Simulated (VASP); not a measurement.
Set up this calculation in VASP 6.6.1, as the native input.

```
Task                   : band structure
Functional             : r2SCAN
Potentials or basis    : VASP PAW PBE potentials, release 64 (Os)
Cutoff                 : 520 eV
k mesh                 : 11 × 11 × 6
Occupations            : fermi-dirac, width 0.05 eV
Spin                   : no spin polarisation
Further INCAR settings : ALGO = Normal; EDIFF = 1e-07; NBANDS = 15
```

The structure of Os lies in POSCAR:

```
Os
1.0
    2.7341000000      0.0000000000      0.0000000000
   -1.3670500000      2.3678000565      0.0000000000
    0.0000000000      0.0000000000      4.3197000000
Os
2
Direct
    0.6666666667      0.3333333333      0.7500000000
    0.3333333333      0.6666666667      0.2500000000
```

The input as run:

INCAR

```
SYSTEM = Os
PREC     = Accurate       ! precision mode
ENCUT    = 520            ! plane-wave cutoff, eV
EDIFF    = 1E-7           ! SCF threshold, eV
ISMEAR   = -1             ! smearing method
SIGMA    = 0.05           ! smearing width, eV
LREAL    = .FALSE.        ! projectors in reciprocal space
LASPH    = .TRUE.         ! aspherical terms in the spheres
NELM     = 80             ! most SCF steps
ALGO     = Normal         ! electronic algorithm
ISIF     = 2              ! what is computed and relaxed
LWAVE    = .FALSE.        ! write WAVECAR
LCHARG   = .FALSE.        ! write CHGCAR
LMAXMIX  = 4              ! l up to which the mixer works
METAGGA  = R2SCAN         ! meta-GGA
LMIXTAU  = .TRUE.       
NBANDS   = 15             ! bands
```

KPOINTS

```
Automatic mesh
0
G
  11 11 6
  0 0 0
```

KPOINTS_OPT

```
path GMKGALHA,LM,KH
20
line-mode
reciprocal
 0.0000000000  0.0000000000  0.0000000000  G
 0.5000000000  0.0000000000  0.0000000000  M

 0.5000000000  0.0000000000  0.0000000000  M
 0.3333333333  0.3333333333  0.0000000000  K

 0.3333333333  0.3333333333  0.0000000000  K
 0.0000000000  0.0000000000  0.0000000000  G

 0.0000000000  0.0000000000  0.0000000000  G
 0.0000000000  0.0000000000  0.5000000000  A

 0.0000000000  0.0000000000  0.5000000000  A
 0.5000000000  0.0000000000  0.5000000000  L

 0.5000000000  0.0000000000  0.5000000000  L
 0.3333333333  0.3333333333  0.5000000000  H

 0.3333333333  0.3333333333  0.5000000000  H
 0.0000000000  0.0000000000  0.5000000000  A

 0.5000000000  0.0000000000  0.5000000000  L
 0.5000000000  0.0000000000  0.0000000000  M

 0.3333333333  0.3333333333  0.0000000000  K
 0.3333333333  0.3333333333  0.5000000000  H
```

Potentials or basis: VASP PAW PBE potentials, release 64 (Os).

Launch:

```bash
$ cat potpaw_PBE.64/Os/POTCAR > POTCAR
$ mpirun -np 1 vasp_std > vasp.out
```

Results of the run:

```
Pressure                : 2.1 GPa
Band gap along the path : none (metal or under the smearing width)
```

Caveat: the PAW data sets were made with another functional, which shifts forces and pressure a little; spin-orbit coupling is left out, which moves the levels of the heavy elements.

It took 2 min on 1 thread of AMD EPYC 9R45 (Zen 5), on a shared host, peak memory 0.13 GiB.
